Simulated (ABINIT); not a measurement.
# MnO in ABINIT: convergence with cutoff

Input of the first run (cutoff 10.5 Ha); the others differ in this setting and in those tied to it:

Contents of run.abi:

```
pp_dirpath "./"
pseudos "Mn.LDA_PW-JTH.xml, O.LDA_PW-JTH.xml"

acell 3.3717 3.3717 5.3855 Angstrom
rprim
     1.0000000000     0.0000000000     0.0000000000
    -0.5000000000     0.8660254038     0.0000000000
     0.0000000000     0.0000000000     1.0000000000
ntypat 2
znucl 25 8
natom 4
typat 1 1 2 2
xred
     0.6666666667     0.3333333333     0.5109600000
     0.3333333333     0.6666666667     0.0109600000
     0.6666666667     0.3333333333     0.8754700000
     0.3333333333     0.6666666667     0.3754700000

ecut 10.5
pawecutdg 63.6

kptopt 1
ngkpt 5 5 3
nshiftk 1
shiftk 0.0 0.0 0.0

ixc 7

nband 28
occopt 3
tsmear 0.05 eV

nsppol 2
spinat
     0.0000000000     0.0000000000     4.0000000000
     0.0000000000     0.0000000000     4.0000000000
     0.0000000000     0.0000000000     0.0000000000
     0.0000000000     0.0000000000     0.0000000000

nstep 100
tolvrs 1.0e-9

iomode 3
prtwf 0
prtden 0
prteig 0
prtebands 0
enunit 1
prtvol 2
```

Potentials or basis: JTH PAW LDA v2.0.

The run is started by

```console
$ abinit run.abi > log 2>&1
```

Measurements of this composition are mostly on another form, of space group No. 225.

Hardware: 1 thread of Arm Neoverse V2, on a shared host.

| cutoff | energy less the tightest run, at zero smearing (meV/atom) | largest force (eV/Å) | largest site moment (μB) | SCF cycles | CPU time (s) | peak memory (GiB) |
| --- | --- | --- | --- | --- | --- | --- |
| 10.5 Ha | 1888.80 | 0.497 | 4.24 | 21 | 17 | 0.13 |
| 13 Ha | 518.07 | 0.580 | 4.20 | 22 | 26 | 0.13 |
| 15.5 Ha | 200.46 | 0.542 | 4.21 | 22 | 32 | 0.14 |
| 18 Ha | 82.24 | 0.554 | 4.21 | 22 | 41 | 0.14 |
| 22 Ha | 27.08 | 0.559 | 4.21 | 23 | 55 | 0.15 |
| 26 Ha | 18.52 | 0.559 | 4.21 | 23 | 68 | 0.16 |
| 30 Ha | 9.35 | 0.560 | 4.21 | 24 | 87 | 0.17 |
| 35 Ha | 1.41 | 0.561 | 4.21 | 29 | 140 | 0.19 |
| 41.5 Ha | 0.00 | 0.560 | 4.21 | 24 | 150 | 0.21 |

Against the tightest run, the largest force stays within 0.005 eV/Å from 22 Ha on; the largest site moment stays within 0.02 μB from 13 Ha on. Not settled before the last step: the energy (to 1 meV/atom). The tightest run that finished is the yardstick and may itself not be fully converged.

Caveat, for the tightest run too: the k mesh is coarse (spacing up to 0.43 Å⁻¹), so the values aren't converged; only a ferromagnetic start was run, and an antiferromagnetic order may lie lower in energy.
